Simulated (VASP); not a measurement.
Here is a VASP 6.6.1 calculation.

The input INCAR:

```
PREC = Accurate
ENCUT = 520
EDIFF = 1E-6
ISMEAR = 0
SIGMA = 0.02
LREAL = False
LASPH = True
NELM = 60
ALGO = Normal
ISIF = 2
LWAVE = False
LCHARG = False
GGA = PE
```

The input KPOINTS:

```
Automatic mesh
0
Gamma
  11 11 11
```

Contents of POSCAR:

```
LiF
1.0
    0.0000000000      2.0140000000      2.0140000000
    2.0140000000      0.0000000000      2.0140000000
    2.0140000000      2.0140000000      0.0000000000
F Li
1 1
Direct
    0.5000000000      0.5000000000      0.5000000000
    0.0000000000      0.0000000000      0.0000000000
```

Potentials or basis: VASP PAW PBE potentials, release 64 (F, Li_sv).

Command:

```sh
$ cat potpaw_PBE.64/F/POTCAR potpaw_PBE.64/Li_sv/POTCAR > POTCAR
$ mpirun -np 1 vasp_std > vasp.out
```

(1) Predict the band gap on the k mesh.

## Answers

(1) 9.09 eV, direct.

Caveat: an odd mesh through Γ misses points on the zone boundary, where band edges often lie.
